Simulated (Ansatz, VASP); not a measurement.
## InP in VASP and in Ansatz

```xyz
2
Lattice="0.0000 2.9136 2.9136 2.9136 0.0000 2.9136 2.9136 2.9136 0.0000" Properties=species:S:1:pos:R:3 pbc="T T T"
In    0.0000    0.0000    0.0000
P     1.4568    1.4568    1.4568
```

Alike in both runs: functional LDA; k mesh 11 × 11 × 11; occupations fermi-dirac, width 0.05 eV; no spin polarisation.

Ansatz relaxed the structure, and its values are those at the end. VASP's run is a single point on that final structure, the one shown.

|  | VASP | Ansatz |
| --- | --- | --- |
| version | VASP 6.6.1 | Ansatz 0.2.0 |
| potentials or method | VASP PAW LDA potentials, release 64 (In_d, P) | PAW with Ansatz's default frozen-core files, scalar-relativistic |
| plane-wave cutoff (eV) | 520 | 420 |
| valence electrons in the cell | 18 | 18 |

```csv
,VASP,Ansatz,Ansatz less VASP
pressure (GPa),0.0,0.0,-0.02
```
